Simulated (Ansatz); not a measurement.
Zincblende BeTe, relaxed with r2SCAN: the symmetry is F-43m (No. 216, cubic); conventional cell a = 5.657 Å, 22.63 Å³ an atom. Be has 4 Te at 2.45 Å; Te has 4 Be at 2.45 Å. One-shot G0W0@PBE in the plane-wave code Ansatz on a 4×4×4 mesh (contour deformation, no spin-orbit coupling), from a PBE gap of 2.011 eV over the mesh points (the G0W0 gap is indirect on the mesh); the number N of bands summed and the screening cutoff rise together. Calculated for a static, non-magnetic cell.

```tsv
N	cutoff (eV)	1000/N	G0W0 gap (eV)
82	80	12.195	2.669
179	140	5.587	2.822
```

Question: Lay a straight line in 1000/N through these rows.

Answer: The slope is -0.0232 eV per unit of 1000/N and the intercept 2.951 eV.

Question: Predict the gap at N = 321 (210 eV).

Answer: 2.951 + (-0.0232) × 3.115 = 2.879 eV; the run gives 2.877 eV, -0.002 eV from the line.

Question: With that run's result added, what limit do the last two rows suggest?

Answer: Their slope is (2.877 − 2.822)/(3.115 − 5.587) = -0.0222, which meets 1/N = 0 at 2.95 eV, against 2.951 eV from the first line. The two lines nearly agree; the k mesh isn't extrapolated.

No spin-orbit coupling is included; it can move band edges with weight on the heavy atoms by tenths of an eV.
